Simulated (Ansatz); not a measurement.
## SnSe under changes of volume

One of the cells (27.271 Å³/atom); the others are scaled copies at fixed shape and fractional positions:

```xyz
2
Lattice="0.0000 3.0100 3.0100 3.0100 0.0000 3.0100 3.0100 3.0100 0.0000" Properties=species:S:1:pos:R:3 pbc="T T T"
Sn    0.0000    0.0000    0.0000
Se    3.0100    3.0100    3.0100
```

Measurements of this composition are mostly on another form, of space group No. 62.

```yaml
Program: Ansatz 0.2.0
Functional: BPBE
Potentials_or_basis: Ansatz PAW
Cutoff: "420 eV (not typed: the program's choice for these potentials)"
k_mesh: 8 × 8 × 8
Occupations: fermi-dirac, width 0.05 eV
Spin: no spin polarisation
```

```tsv
volume (Å³/atom)	energy over the lowest point (meV/atom)	pressure (GPa)	gap on the mesh (eV)
25.635	26.43	4.5	0.75
26.180	13.59	3.1	0.72
26.725	5.21	1.9	0.66
27.271	0.81	0.7	0.57
27.816	0.00	-0.2	0.48
28.362	?	?	?
28.907	7.75	-2.0	0.33
```

Task: What does the run at 28.362 Å³/atom give?

Result: Energy over the lowest point 2.42 meV/atom; pressure -1.1 GPa; gap on the mesh 0.40 eV.

Worked out: A Birch-Murnaghan fit of order 3 (a polynomial in V^(-2/3)) to the other rows has its minimum at 27.67 Å³/atom with B0 = V·E''(V) = 49 GPa and B' = 4.4. It gives 2.43 meV/atom at 28.362 Å³/atom, against the run's 2.42, and -dE/dV = -1.2 GPa, against -1.1. A parabola through the other rows of the gap, of slope -4.55 eV per unit of ln V there, gives 0.41 eV, against the run's 0.40.

Energies are extrapolated to zero smearing.

Caveats: spin-orbit coupling is left out, which moves the levels of the heavy elements; the PAW data sets come from PBE, with cores solved anew for the run's functional, which leaves a small shift of forces and pressure.

A mesh can miss the band edges.
